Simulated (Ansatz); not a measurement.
Base system: LaAlO₃ in the cubic perovskite structure (space group Pm-3m, No. 221).

```
CELL_PARAMETERS angstrom
      3.81214     0.00000     0.00000
      0.00000     3.81214     0.00000
      0.00000     0.00000     3.81214
ATOMIC_POSITIONS crystal
  La 0.50000 0.50000 0.50000
  Al 0.00000 0.00000 0.00000
  O  0.00000 0.50000 0.00000
  O  0.50000 0.00000 0.00000
  O  0.00000 0.00000 0.50000
```

All numbers come from PBE, PAW, 420 eV (Ansatz, an electronic-structure program; scalar-relativistic without spin-orbit coupling), earlier PAW set.

One change was made to it. Results:

The density goes up by 2.12 g/cm³ to 8.53 g/cm³; the electron mass (degenerate bands, along [100]) becomes 0.38, 0.53 mₑ (at Γ) (base: 0.50, 0.71 mₑ (at Γ)); the gap character goes from indirect, R → Γ to direct at Γ.

Task: Which of these changes matches the shifts?
(A) pressure −1 GPa
(B) pressure 100 GPa
(C) pressure 7 GPa
(D) pressure 15 GPa

Result: B, pressure 100 GPa. For comparison, the electron mass in the other runs: pressure 15 GPa gives 0.46, 0.65 mₑ (at Γ); pressure −1 GPa gives 0.50, 0.72 mₑ (at Γ); pressure 7 GPa gives 0.48, 0.68 mₑ (at Γ).

Load acts through the strain it causes; cell and atoms are relaxed under it. Masses are band curvatures over ±0.01 Å⁻¹ around the edge. Stability against distortions was not tested. No other phases were tried under pressure. Many cubic perovskites are stable only at high temperature; tilts and polar distortions were not tested.
